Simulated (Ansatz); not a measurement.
## HfSiO4: relaxation step by step

The cell of HfSiO4 is invented: random cell by space group and Wyckoff sites (F222, No. 22). The dimensions are guesses.

```
CELL_PARAMETERS angstrom
0.00000 3.56545 4.23335
2.66200 0.00000 4.23335
2.66200 3.56545 0.00000
ATOMIC_POSITIONS crystal
Hf 0.25000 0.25000 0.25000
Si 0.50000 0.50000 0.50000
O 0.24713 0.75287 0.75287
O 0.75287 0.24713 0.24713
O 0.20979 0.20979 0.79021
O 0.79021 0.79021 0.20979
```

These are results of Ansatz, DFT PBE, scalar-relativistic, plane waves, PAW, not measurements. Cutoff 420 eV, Gaussian smearing, Γ-centred meshes. Cell and atoms relax first on a coarse mesh and then on a converged one. In between, the cell is made exact in the group found at 0.06 Å. The steps can't lower the symmetry of their start. No spin polarisation.

Steps on the 4×4×4 mesh (6 atoms, 17 steps). The free energy counts from the last step; the plane-wave basis is renewed at times, which shifts energy and pressure.

```csv
step,ΔF (meV/atom),V (Å³/atom),P (GPa),largest force component (eV/Å)
1,1846.3,13.39,27.29,16.051
2,1108.8,13.38,8.87,7.015
3,703.0,13.01,1.77,2.839
4,385.6,12.59,-1.28,2.591
5,147.8,12.13,-1.07,1.422
6,70.5,11.61,5.49,1.708
7,38.0,11.60,-0.15,0.150
8,36.2,11.62,-0.11,0.006
9,14.6,11.62,1.87,0.005
10,7.2,11.63,0.85,0.058
11,5.2,11.76,-0.74,0.089
12,4.4,11.54,1.58,0.074
13,4.2,11.67,-0.11,0.009
14,1.8,11.67,0.18,0.010
15,0.6,11.64,0.45,0.034
16,0.6,11.67,-0.12,0.008
17,0.0,11.67,-0.04,0.007
```

The relaxed structure, after a last relaxation on the converged mesh:

```
CELL_PARAMETERS angstrom
0.00000 3.51512 3.87230
2.56793 0.00000 3.87230
2.56793 3.51512 0.00000
ATOMIC_POSITIONS crystal
Hf 0.75000 0.75000 0.75000
Si 0.50000 0.50000 0.50000
O 0.73784 0.26216 0.73784
O 0.26216 0.73784 0.26216
O 0.71814 0.71814 0.28186
O 0.28186 0.28186 0.71814
```

The symmetry stays F222 (No. 22). The volume per atom shrinks by 13.0 %, from 13.4 to 11.7 Å³. The shortest distance goes from 1.35 Å (Si–O) to 1.67 Å (Si–O). The energy falls by about 1.8 eV/atom (the start's value is from the coarse mesh). The end is written in a standard setting, so origin, axes and order of atoms can differ from the start's. Hf is surrounded by 4 O at 2.19 Å, 4 O at 2.32 Å and 4 Si at 2.91 Å; Si has 4 O at 1.67–1.69 Å and 4 Hf at 2.91 Å; O on its first site is surrounded by 1 Si at 1.67 Å and 2 Hf at 2.32 Å; 1 more site not described.

| Item | Value |
| --- | --- |
| Volume per atom | 11.65 Å³ |
| Density | 6.43 g/cm³ |
| Energy over the elements | −2.384 eV/atom |
| Gap on the 8×8×8 mesh of the 6-atom cell | 0.97 eV |

Energies over the elements count from the elements' standard structures at the same level (O₂ as a molecule), with no fitted energy shifts.

The last run used Gaussian smearing of 0.02 eV. These runs have no spin–orbit coupling, which can matter for Hf. Kohn–Sham gaps at this level usually fall short of measured ones. Symmetry constrained the relaxation, so the result can be a saddle point. In all, the 4 runs took 9.7 min on 1 thread of Intel(R) Xeon(R) Processor @ 2.70GHz, on a shared host. Another cell of HfSiO4 relaxed alike, in I4_1/amd (a cell as deposited in COD), lies 0.75 eV/atom lower, so this cell isn't the stable form at this level.
